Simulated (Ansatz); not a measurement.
# Stack of honeycomb BAs under 2H-WTe2, upper layer turned by 180° in a perpendicular field, part 2 of 2

What dipole does a perpendicular field induce in the stack of honeycomb BAs under 2H-WTe2, upper layer turned by 180°, and does the gap follow? A positive field points along +c.

Ansatz 0.2.0; plane-wave DFT, PBE-D3(BJ), Ansatz PAW.

So far. Step 2 (Relaxing the slab): The lattice constant a goes from 3.470 to 3.430 Å.

## (3) Atoms held, field 0, start network

A sawtooth potential applies the field, turning back in the middle of the vacuum. With the dipole correction the typed value is the field outside the slab. The induced dipole is small, so the SCF threshold is tight.

The cell differs from the one that the last finished run ended in (c 45.234 → 25.170 Å).

File input.yaml:

```yaml
crystal:
  lattice:
    - [3.4295207323, 0.0, 0.0]
    - [-1.7147603662, 2.970052077, 0.0]
    - [0.0, 0.0, 25.1700832419]
  atoms:
    - { symbol: As, position: [0.6666666667, 0.3333333333, 0.359541367] }
    - { symbol: B, position: [0.3333333333, 0.6666666667, 0.3575673514] }
    - { symbol: Te, position: [0.0, 0.0, 0.4948846864] }
    - { symbol: W, position: [0.3333333333, 0.6666666667, 0.5686750835] }
    - { symbol: Te, position: [0.0, 0.0, 0.6424326486] }
kpoints:
  mp_grid: { grid: [18, 18, 1] }
  band_path:
    path: [[0, 0, 0], [0.5, 0, 0], [0.33333333, 0.33333333, 0], [0, 0, 0]]
    npoints: 16
hamiltonian:
  xc: pbe
  dispersion: d3bj
scf:
  occupations: { method: fermi_dirac, width: 0.02585 }
  convergence: { dr2_threshold: 1.0e-10 }
efield:
  axis: 3
  dipole_correction: true
  ramp_position: 0.97
  ramp_width: 0.06
  amplitude: 0
output:
  dos: { projected: true, e_range: [-6, 5] }
  write_potential: true
  write_density: true
  volumetric_format: npy
  elf: true
```

On the command line:

```sh
$ ansatz run input.yaml --threads 2 --pin off --max-ram 4096MiB --backend cpu --events-out ev --progress --plain --runs-dir out
```

Numbers of over 12 decimals in the logs are rounded to 6 here.

Output:

```text
[...]
Crystal: 5 atoms, lattice volume = 256.379 Å³
Basis set: ecut = 420 eV, 5005 PW (Γ)
Bands: 39, of which v1, the nominal top of the filled ones, is band 32 counted from 1 (31 counted from 0)
Symmetry: 6 space group operations
[...]
k-points: 37 of 324 (time reversal used)
[...]
SCF iter   1: F=—  HF=-29357.935456 eV  |F-HF|=—  |Δ(HF+E_count)|=         —  Δρ=3.38e-3  dr2=2.37e-1  ethr=1.77e-3  p=0.040 e·Å  D=2.83e-2 V/Å  ΔV_dip=-0.71 eV  dr2_dipole=8.49e-2  V_vac-E_F(+/−)=4.01/4.72 eV  ⟨swp⟩=10.8  Hψ=7142  notcnv=0  defer=2
efield: sawtooth ramp at fractional position 0.9700 (set: `efield.ramp_position`, or a place that a band, a saddle search or an elastic batch's reference lends), width 0.0600; the density the first Hamiltonian is built on has a dipole p = 0.040 e·Å; the dipole correction subtracts the counter field D = 2.83e-2 V/Å, which shifts the + side's vacuum level by -0.71 eV against the − side's; the planar-averaged density in the ramp window peaks in size at 2.0e-5 e/Å³
[...]
SCF iter   2: F=—  HF=-29357.945865 eV  |F-HF|=—  |Δ(HF+E_count)|=   1.04e-2  Δρ=3.72e-3  dr2=4.72e-1  ethr=3.71e-4  p=-0.038 e·Å  D=-2.68e-2 V/Å  ΔV_dip=0.67 eV  dr2_dipole=1.55e-1  V_vac-E_F(+/−)=4.90/4.22 eV  ⟨swp⟩=3.3  Hψ=2227  notcnv=0  defer=89
[...]
SCF iter  13: F=-29357.907405 eV  HF=-29357.907405 eV  |F-HF|=2.18e-11  |Δ(HF+E_count)|=  3.64e-12  Δρ=3.90e-8  dr2=2.15e-11  ethr=1.00e-12  p=-0.001 e·Å  D=-9.42e-4 V/Å  ΔV_dip=0.02 eV  dr2_dipole=7.42e-12  V_vac-E_F(+/−)=4.42/4.39 eV  ⟨swp⟩=2.0  Hψ=2569  notcnv=0
SCF 1 converged in 13 iterations: F = -29357.907405 eV  dr2 = 2.15e-11
[...]
NSCF: frozen V_eff on 49 k-points
efield: sawtooth ramp at fractional position 0.9700 (kept from the solve that this one continues, or follows in the run), width 0.0600; the density the first Hamiltonian is built on has a dipole p = -0.001 e·Å; the dipole correction subtracts the counter field D = -9.42e-4 V/Å, which shifts the + side's vacuum level by +0.02 eV against the − side's; the planar-averaged density in the ramp window peaks in size at 8.4e-7 e/Å³
[...]
SCF converged after 13 iterations
Free energy (F): -29357.907405 eV
[...]
Internal energy: -29357.907236 eV  (E = F + TS)
E sigma→0 (E₀):  -29357.907321 eV
Entropy (-TS):   -0.000169 eV (-0.034 meV/atom)
Fermi energy:    2.374507 eV
Dipole field:    D = -0.000946 V/Å  (p = -0.001340 e·Å, saw-weighted, corrected)
Work function:   Φ+ = 4.4187 eV   Φ− = 4.3949 eV
Levels:          The Fermi level and band energies are counted from a zero that moves with the ramp; work functions are not
[...]
--- Band table (eV; the first three rows and the last of 37) ---
  k-point 0: bands = [... 28 lower, 0.6275, 1.4442, 1.5726, 1.5726, 4.9840, 5.6479, 5.6479, 5.8880, ... 3 higher]
  k-point 1: bands = [... 28 lower, 0.6707, 1.4408, 1.4991, 1.5644, 5.1378, 5.4466, 5.5300, 5.6963, ... 3 higher]
  k-point 2: bands = [... 28 lower, 0.7965, 1.3009, 1.4029, 1.5091, 4.8718, 5.0163, 5.3129, 5.5141, ... 3 higher]
  k-point 36: bands = [... 28 lower, -0.9955, 0.0883, 1.4875, 2.3069, 2.4410, 3.7123, 4.1445, 5.2139, ... 3 higher]
```

Elapsed: 44 s, on 2 threads of Arm Neoverse V1, shared host; peak memory 0.73 GiB; 87 s of CPU time.

This step gave:

* energy at zero smearing: -29357.9073 eV
* dipole along the normal: -0.001340 e·Å
* gap along the path: 0.1341 eV
* smallest direct gap along the path: 0.1341 eV
* step between the vacuum levels: 0.02380 eV
* ionisation energy, upper face: 4.486 eV
* electron affinity, upper face: 4.352 eV
* ionisation energy, lower face: 4.462 eV
* gap, the smaller of path and mesh: 0.1341 eV

Running mean over a fixed 2.7 Å (it still follows the layers) of the planar mean; the ramp of the sawtooth is left out. Table of electron's electrostatic potential energy less the Fermi level by z:

```
z (Å)  electron's electrostatic potential energy less the Fermi level (eV)
    4                                                                 4.39
    5                                                                 4.39
    6                                                                 4.33
    7                                                                 3.23
    8                                                                -1.79
    9                                                                -4.30
   10                                                                -2.42
   11                                                                0.174
   12                                                                -1.25
   13                                                                -5.60
   14                                                                -8.41
   15                                                                -7.67
   16                                                                -3.72
   17                                                                0.125
   18                                                                 2.50
   19                                                                 4.28
   20                                                                 4.41
   21                                                                 4.42
   22                                                                 4.42
```

The density of states has structure finer than the step of the table below, so its rows give means over 0.2 eV, whole bins alone (the curve runs from -6 to 2.05 eV). Peaks (eV: height): -4.02: 10.4, -3.82: 8.00, -2.36: 10.9, -2.25: 6.03, -1.48: 5.73, -0.46: 5.73, 2.02: 6.61.

Table of density of states by energy, zero at the Fermi level of the run, which the smearing sets inside the gap; means over each step:

| energy (eV) | density of states (states/eV a cell) |
| --- | --- |
| -5.8 | 1.73 |
| -5.6 | 2.74 |
| -5.4 | 2.13 |
| -5.2 | 3.38 |
| -5.0 | 3.53 |
| -4.8 | 2.04 |
| -4.6 | 1.70 |
| -4.4 | 2.70 |
| -4.2 | 3.55 |
| -4.0 | 5.92 |
| -3.8 | 4.25 |
| -3.6 | 1.80 |
| -3.4 | 2.49 |
| -3.2 | 2.88 |
| -3.0 | 3.82 |
| -2.8 | 2.88 |
| -2.6 | 3.70 |
| -2.4 | 4.86 |
| -2.2 | 3.98 |
| -2.0 | 2.16 |
| -1.8 | 2.93 |
| -1.6 | 4.98 |
| -1.4 | 4.85 |
| -1.2 | 2.14 |
| -1.0 | 2.97 |
| -0.8 | 2.25 |
| -0.6 | 3.05 |
| -0.4 | 2.75 |
| -0.2 | 0.480 |
| 0.0 | 0.0169 |
| 0.2 | 0.191 |
| 0.4 | 0.324 |
| 0.6 | 0.484 |
| 0.8 | 0.803 |
| 1.0 | 1.21 |
| 1.2 | 2.70 |
| 1.4 | 2.85 |
| 1.6 | 2.92 |
| 1.8 | 3.19 |

Projected DOS per atom over height of the atomic layer and energy from the Fermi level. Layers: BAs Te W Te from below.

Ten even steps from '0' (0.00 states/eV) to '9' (2.18 states/eV), each cell a mean:
```
2292
1171
1141
1000
0000
0000
0131
0372
0262
1473
1353
1344
2453
2233
1333
1212
3555
3212
1111
1434
1322
1211
```
Columns: height of the atomic layer (Å) from 9.02 to 16.2 (not evenly spaced); rows upwards: energy from the Fermi level (eV) from -5.96 to 2.05.

Electronic bands along the path, in eV, zero at the Fermi level of the run, which the smearing sets inside the gap:

```
  point  band 29  band 30  band 31  band 32  band 33  band 34  band 35  band 36
      Γ    -1.75    -0.93    -0.80    -0.80     2.61     3.27     3.27     3.51
halfway    -1.79    -1.65    -1.19    -1.01     1.38     2.29     2.30     2.48
      M    -2.41    -1.68    -1.25    -0.37     0.88     1.68     1.96     2.02
halfway    -2.65    -2.28    -1.41    -0.43     0.66     1.77     2.36     2.50
      K    -3.37    -2.29    -0.89    -0.07     0.07     1.34     1.77     2.84
halfway    -2.70    -1.85    -1.23    -0.67     1.11     1.98     2.14     3.24
      Γ    -1.75    -0.93    -0.80    -0.80     2.61     3.27     3.27     3.51
```

Valence density in the ca plane at fractional y = 0.667, with atoms of B and W within 0.2 Å of it. It is the smooth field of the valence electrons, not physical close to the nuclei.

Values in e/Å³, 5 rows by 16 columns, each cell a mean:
```
0.0 0.0 0.1 0.3 0.3 0.1 0.3 0.5 0.3 0.2 0.4 0.4 0.1 0.0 0.0 0.0
0.0 0.0 0.1 0.4 0.3 0.1 0.2 0.4 0.4 0.4 0.4 0.3 0.0 0.0 0.0 0.0
0.0 0.0 0.1 0.5 0.4 0.1 0.1 0.2 2.1 2.9 0.3 0.1 0.0 0.0 0.0 0.0
0.0 0.0 0.1 0.5 0.4 0.0 0.1 0.2 2.8 3.7 0.3 0.1 0.0 0.0 0.0 0.0
0.0 0.0 0.1 0.4 0.3 0.1 0.1 0.3 0.8 1.0 0.3 0.2 0.0 0.0 0.0 0.0
```
Columns run along c (16.0 Å, from fractional 0.21 to 0.85 of the cell), rows up along a (3.4 Å). Atoms in or near the plane, at fractional coordinates: B at (0.36, 0.33), W at (0.57, 0.33).

Electrostatic potential energy in the ca plane at fractional y = 0.667, with atoms of B and W within 0.2 Å of it. With pseudopotentials it is smooth inside the atoms' cores, unlike the true potential.

Ten even steps from '0' (-48 eV) to '9' (7 eV), each cell a mean:
```
99999999987789999986678999988667899999999999
99999999987789999976678999987667899999999999
99999999988889999987788888888778999999999999
99999999987889999998888644688889999999999999
99999999852479999999986200168999999999999999
99999999710069999999985000048999999999999999
99999999720169999999986100058999999999999999
99999999875689999999987411478999999999999999
99999999988899999988888877788888999999999999
```
Columns run along c (16.0 Å, from fractional 0.21 to 0.85 of the cell; values clipped at the 3rd and 97th percentile), rows up along a (3.4 Å). Atoms in or near the plane, at fractional coordinates: B at (0.36, 0.33), W at (0.57, 0.33).

ELF in the ca plane at fractional y = 0.667, with atoms of B and W within 0.2 Å of it. It is the smooth field of the valence electrons, not physical close to the nuclei.

Ten even steps from '0' (0.00) to '9' (0.79), each cell a mean:
```
00000000000012466666520278766754345766688742
00000000000012466666520378666665456666689852
00000000000012467887620267766753235766788631
00000000000012579999630135666534543566654210
00000000000013577667630001344358885344321000
00000000000013563004630000123376167332100000
00000000000013575225630001233367476333210000
00000000000013579998630013455436874455432100
00000000000012578998620156667642323676676421
```
Columns run along c (16.0 Å, from fractional 0.11 to 0.75 of the cell), rows up along a (3.4 Å). Atoms in or near the plane, at fractional coordinates: B at (0.36, 0.33), W at (0.57, 0.33).

The gap is 0.13 eV, with the valence edge 4.49 eV and the conduction edge 4.35 eV under the upper vacuum level. Spin-orbit coupling, left out in this run, matters for the bands of elements this heavy.

## (4) Atoms held, field 0.1 V/Å

input.yaml: that of step 3 with these lines changed.

```diff
@@ -25,7 +25,6 @@
   dipole_correction: true
-  ramp_position: 0.97
-  ramp_width: 0.06
-  amplitude: 0
+  ramp_position: 0.9634
+  ramp_width: 0.0826
+  amplitude: 0.1
 output:
-  dos: { projected: true, e_range: [-6, 5] }
   write_potential: true
@@ -33,2 +32 @@
   volumetric_format: npy
-  elf: true
```

Output:

```text
[...]
Crystal: 5 atoms, lattice volume = 256.379 Å³
Basis set: ecut = 420 eV, 5005 PW (Γ)
Bands: 39, of which v1, the nominal top of the filled ones, is band 32 counted from 1 (31 counted from 0)
Symmetry: 6 space group operations
[...]
k-points: 37 of 324 (time reversal used)
[...]
k-point 0: bands = [... 28 lower, 0.6368, 1.4535, 1.5825, 1.5825, 4.9498, 5.6562, 5.6562, 5.7863, ... 3 higher]
  k-point 1: bands = [... 28 lower, 0.6801, 1.4520, 1.5090, 1.5730, 5.1042, 5.4528, 5.5417, 5.7033, ... 3 higher]
  k-point 2: bands = [... 28 lower, 0.8059, 1.3109, 1.4192, 1.5137, 4.8815, 5.0269, 5.2827, 5.5241, ... 3 higher]
  k-point 36: bands = [... 28 lower, -0.9843, 0.1012, 1.4563, 2.3123, 2.4051, 3.7218, 4.1546, 5.2238, ... 3 higher]
[key lines of the parts left out:]
SCF converged after 14 iterations
Free energy (F): -29357.909937 eV
Fermi energy:    2.359278 eV
Dipole field:    D = 0.036714 V/Å  (p = 0.052018 e·Å, saw-weighted, corrected)
```

The job ended after 43 s (2 threads; peak memory 0.72 GiB).

The dipole is 0.0520 e·Å, 0.0534 e·Å from its value without field, and the gap 0.093 eV.

## (5) Atoms held, field -0.1 V/Å

input.yaml: that of step 4 with these lines changed.

```diff
@@ -27,3 +27,3 @@
   ramp_width: 0.0826
-  amplitude: 0.1
+  amplitude: -0.1
 output:
```

Output:

```text
[...]
Crystal: 5 atoms, lattice volume = 256.379 Å³
Basis set: ecut = 420 eV, 5005 PW (Γ)
Bands: 39, of which v1, the nominal top of the filled ones, is band 32 counted from 1 (31 counted from 0)
Symmetry: 6 space group operations
[...]
k-points: 37 of 324 (time reversal used)
[...]
k-point 0: bands = [... 28 lower, 0.6144, 1.4320, 1.5591, 1.5591, 5.0202, 5.6360, 5.6360, 5.8741, ... 3 higher]
  k-point 1: bands = [... 28 lower, 0.6577, 1.4263, 1.4856, 1.5526, 5.1731, 5.4343, 5.5076, 5.6856, ... 3 higher]
  k-point 2: bands = [... 28 lower, 0.7835, 1.2874, 1.3830, 1.5016, 4.8559, 5.0030, 5.3456, 5.5006, ... 3 higher]
  k-point 36: bands = [... 28 lower, -1.0101, 0.0723, 1.5189, 2.2990, 2.4789, 3.6992, 4.1313, 5.2005, ... 3 higher]
[key lines of the parts left out:]
SCF converged after 13 iterations
Free energy (F): -29357.910194 eV
Fermi energy:    2.389393 eV
Dipole field:    D = -0.038387 V/Å  (p = -0.054388 e·Å, saw-weighted, corrected)
```

Elapsed: 41 s, on 2 threads; peak memory 0.72 GiB.

The dipole is -0.0544 e·Å, -0.0530 e·Å from its value without field, and the gap 0.180 eV.

## (6) Response, atoms held

This step: plane-wave DFT, PBE-D3(BJ), Ansatz PAW; response to a field along the normal, atoms held (Ansatz 0.2.0).

The dipoles give the slope, and the difference of two potentials shows where the field is screened.

This step gave:

```yaml
equivalent_conductor_thickness_p_eps_0ae: 9.451 Å
distance_between_the_outer_atoms: 7.170 Å
```

Dipole of the cell against applied field:

| applied field (V/Å) | dipole of the cell (e·Å) |
| --- | --- |
| -0.1000 | -0.0544 |
| 0.0000 | -0.00134 |
| 0.1000 | 0.0520 |

Local field over the applied field, running mean. From the potentials at -0.1 and 0.1 V/Å; running mean over 2.8 Å. Table of local field over applied field by z:

z (Å), local field over applied field and a bar:
```
      4.5      0.997 ##############################
      5.0      0.991 ##############################
      5.5      0.976 #############################
      6.0      0.936 ############################
      6.5      0.851 #########################
      7.0      0.710 #####################
      7.5      0.544 ################
      8.0      0.385 ###########
      8.5      0.241 #######
      9.0      0.144 ####
      9.5      0.115 ###
     10.0      0.131 ###
     10.5      0.142 ####
     11.0      0.139 ####
     11.5      0.126 ###
     12.0      0.092 ##
     12.5      0.053 #
     13.0      0.029 
     13.5      0.026 
     14.0      0.025 
     14.5      0.024 
     15.0      0.032 
     15.5      0.050 #
     16.0      0.091 ##
     16.5      0.181 #####
     17.0      0.322 #########
     17.5      0.482 ##############
     18.0      0.643 ###################
     18.5      0.790 ########################
     19.0      0.898 ###########################
     19.5      0.957 #############################
     20.0      0.983 ##############################
     20.5      0.994 ##############################
     21.0      0.998 ##############################
```

Electrons, planar mean, per unit field. Table of induced electron density by z:

```
z (Å)  induced electron density (e/Å³ per V/Å)
  4.5                                   9.2e-6
  5.0                                   3.0e-5
  5.5                                   9.1e-5
  6.0                                   2.6e-4
  6.5                                   6.9e-4
  7.0                                  0.00166
  7.5                                  0.00319
  8.0                                  0.00369
  8.5                                  0.00104
  9.0                                  -4.5e-4
  9.5                                   2.1e-4
 10.0                                 -0.00127
 10.5                                  -8.0e-4
 11.0                                   6.1e-4
 11.5                                  0.00114
 12.0                                   5.1e-4
 12.5                                   3.4e-4
 13.0                                   1.6e-4
 13.5                                  -2.0e-4
 14.0                                  -3.1e-4
 14.5                                  -2.9e-4
 15.0                                   7.0e-4
 15.5                                  -3.5e-5
 16.0                                  -4.9e-4
 16.5                                  -8.2e-4
 17.0                                 -0.00215
 17.5                                 -0.00342
 18.0                                 -0.00229
 18.5                                 -0.00109
 19.0                                  -4.5e-4
 19.5                                  -1.8e-4
 20.0                                  -6.5e-5
 20.5                                  -2.3e-5
 21.0                                  -7.9e-6
```

The smaller of the gaps on the path and on the k-mesh, counted as 0 under 0.03 eV. Table of gap by applied field:

| applied field (V/Å) | gap (eV) |
| --- | --- |
| -0.1000 | 0.180 |
| 0.0000 | 0.134 |
| 0.1000 | 0.0927 |

By hand: between -0.1 and 0.1 V/Å the dipole changes by 0.1064 e·Å, a slope of 0.5320 e·Å²/V. A perfect conductor of thickness t has p = ε₀AEt, so t = 180.95 × 0.5320 / 10.186 = 9.45 Å (e/ε₀ = 180.95 V·Å, A in Å²).

The induced dipole is that of a conductor 9.45 Å thick.

## (7) Outcome

```
gap without field                          : 0.134 eV
ionisation energy, upper face              : 4.49 eV
electron affinity, upper face              : 4.35 eV
step between the vacuum levels             : 0.0238 eV
equivalent conductor thickness, atoms held : 9.45 Å
```

What this shows: The induced dipole equals that of a perfect conductor 9.45 Å thick, while the outer atoms lie 7.17 Å apart; an out-of-plane ε follows only once a thickness t is chosen, by 1 − 1/ε = 9.45 Å / t. The two faces differ: the vacuum level above lies 0.02 eV higher than the one below. The gap goes from 0.13 eV to 0.18 eV at -0.1 V/Å. Semilocal functionals give gaps that are too small, and excitons are not included. Spin-orbit coupling is left out, which matters for the bands of elements this heavy.

[Logs are printed without paths, hosts, clocks, repeated set-up lines and the standing remarks that a program may print on its own settings, such as how far it seeks lower states.]

[Hosts, paths, dates, database ids (printed as entryN), source tags and the programs' standing remarks are cut or masked in the printed files.]

[Maps of the electrostatic potential energy from Ansatz leave out the sawtooth potential of an applied field or a dipole correction, so their vacuum need not be flat; planar profiles and work functions include it.]

[The density of states shown here was stored with 400 of the rows of the run's finer table, so its peaks can read low, often by over a quarter, or be missed, and its means over a window can be off by a tenth or more.]
